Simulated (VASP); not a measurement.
VASP inputs for CdF₂ (strained fluorite)

INCAR

```
LREAL = .FALSE.
LASPH = .TRUE.
NELM = 120
GGA = PE
LWAVE = .FALSE.
PREC = Accurate
LCHARG = .FALSE.
EDIFF = 1E-7
ENCUT = 520
NSW = 0
ISMEAR = -1
NBANDS = 20
ISIF = 2
SIGMA = 0.02
IBRION = -1
```

KPOINTS

```
KPOINTS created by Atomic Simulation Environment
0
Gamma
8 8 8
0 0 0
```

KPOINTS_OPT

```
special points
7
Reciprocal
0.0000000000 0.0000000000 0.0000000000 1
0.5000000000 0.0000000000 0.5000000000 1
0.6250000000 0.2500000000 0.6250000000 1
0.3750000000 0.3750000000 0.7500000000 1
0.5000000000 0.5000000000 0.5000000000 1
0.5000000000 0.2500000000 0.7500000000 1
0.2447920000 -0.5000000000 -0.2447920000 1
```

POSCAR

```
Cd F
 1.0000000000000000
    -0.0718447382000000    2.6223329429000000    2.6223329429000000
     2.6223329429000000   -0.0718447382000000    2.6223329429000000
     2.6223329429000000    2.6223329429000000   -0.0718447382000000
 Cd  F
   1   2
Cartesian
  0.0000000000000000 -0.0000000000000000  0.0000000000000000
  1.3053995050160205  1.3053995050160205  1.3053995050160201
  3.8674216425839787  3.8674216425839787  3.8674216425839787
```

VASP ran with the recommended PBE PAW datasets (26 valence electrons in the cell).

Task: Predict the results.

Result: gap between bands v and c 3.21 eV; least direct gap 3.57 eV; pressure 11.8 GPa; largest force 0.03 eV/Å.

Band v is the last that the valence electrons fill when counted band by band, and c is the next. Levels in eV from the top of v:

```tsv
point	v−1	v	c	c+1
Γ	-0.50	-0.36	3.21	12.65
X	-0.13	-0.06	8.34	9.86
K	-0.34	-0.24	8.33	11.02
L	-0.46	-0.46	7.64	9.45
W	-0.68	0.00	8.41	11.62
```
